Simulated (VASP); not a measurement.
# SiC: convergence, self-consistent run

SiC, P6_3mc (no. 186), 4 atoms in the cell. PBE; PAW potentials Si, C (PBE set). VASP 6.6.1.

Wanted: energy within 0.2 meV/atom; levels at the zone centre within 0.003 eV.

What the run is for: comparing ways to start; Accuracy asked: tight.

Levels at the zone centre: counted from the valence top at that point.

POSCAR:
```
SiC
1.0
    3.0760000000      0.0000000000      0.0000000000
   -1.5380000000      2.6638941420      0.0000000000
    0.0000000000      0.0000000000      5.0480000000
Si C
2 2
Direct
    0.6666666667      0.3333333333      0.5000000000
    0.3333333333      0.6666666667      0.0000000000
    0.6666666667      0.3333333333      0.8850000000
    0.3333333333      0.6666666667      0.3850000000
```

## How the run starts (with a second run first, the time holds both)

| How the run starts (with a second run first, the time holds both) | Energy less reference (meV/atom) | Levels at the zone centre, largest deviation (eV) | Time (s) |
|---|---|---|---|
| from scratch: 13 SCF iterations | 0.00 | 0.0000 | 7.6 |
| density of a coarse mesh (ICHARG 1): 13 + 9 SCF iterations | 0.00 | 0.0000 | 9.1 |
| orbitals of a lower cutoff (ISTART 1): 13 + 6 SCF iterations | 0.00 | 0.0001 | 11 |
| orbitals of a loose run: 9 + 3 SCF iterations | 0.00 | 0.0000 | 7.9 |

Chosen: from scratch: 13 SCF iterations; no other choice that stays within half of the tolerance saves 30 % of the time.

The chosen settings are those of the reference run.

Values of the reference run: Levels at the zone centre: -0.2757, 0, 4.625 eV from the valence top at Gamma.

## The input

INCAR:
```
  GGA = PE
  ISMEAR = 0
  SIGMA = 0.03
  LWAVE = False
  LCHARG = False
  ISIF = 2
  PREC = Accurate
  LASPH = True
  LREAL = False
  ALGO = Normal
  EDIFF = 1E-6
  NELM = 120
  GGA_COMPAT = False
  ENCUT = 520
  EFERMI = MIDGAP
```

KPOINTS:
```
k-points
0
Gamma
  9 9 5
```

Commands:
```
cat potpaw_PBE.64/Si/POTCAR potpaw_PBE.64/C/POTCAR > POTCAR
mpirun -np 1 vasp_std > vasp.out
```

The chosen input took VASP 6.6.1 7.6 s on 1 core (Intel Xeon Platinum 8488C (Sapphire Rapids)), a shared host.

## An input that fails: restart asked without its files

VASP's message: ERROR: charge density could not be read from file CHGCAR for ICHARG>10.

Changes against the starting input:
```
- NELM = 120
+ NELM = 60
+ ICHARG = 11
```
